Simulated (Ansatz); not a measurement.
## Mo (Im-3m) under several functionals

**What was measured.**

A printed reference work, data compilation reports, for a bulk crystal of Mo at 298.15 K: lattice constant a 3.1473 Å.

Plane-wave DFT in Ansatz with scalar-relativistic PAW potentials. The same structure was relaxed (cell and atoms, symmetry kept) in separate runs at each level. No spin polarisation.

| level | cutoff (eV) | k mesh | V (Å³/atom) | a (Å) |
| --- | --- | --- | --- | --- |
| LDA | 420 | 18×18×18 | 15.057 | 3.111 |
| PBE+D3(BJ) | 420 | 18×18×18 | 15.335 | 3.130 |
| PBE | 420 | 18×18×18 | 15.784 | 3.160 |

Task: Where does PBEsol (420 eV, k mesh 18×18×18) fall?

Result: V (Å³/atom) 15.322, a (Å) 3.129. Its volume is between those of LDA and PBE+D3(BJ). The usual order of volumes, LDA < PBEsol < PBE, holds here (15.057, 15.322, 15.784 Å³/atom). As a rule LDA overbinds; PBEsol, built on the gradient expansion of slowly varying densities, lies between LDA and PBE; PBE's stronger gradient term for exchange weakens bonds. Adding D3 to PBE changes the volume by -2.8 %; the term is attractive, so it pulls cells in. In metals the pairwise form ignores screening by the conduction electrons and often pulls in too far.

For PBE: A measured lattice constant a of Mo is 3.1473 Å (298.15 K; a printed reference work, data compilation); the calculated 3.160 Å misses it by +0.4 %. The calculations are for 0 K without zero-point motion.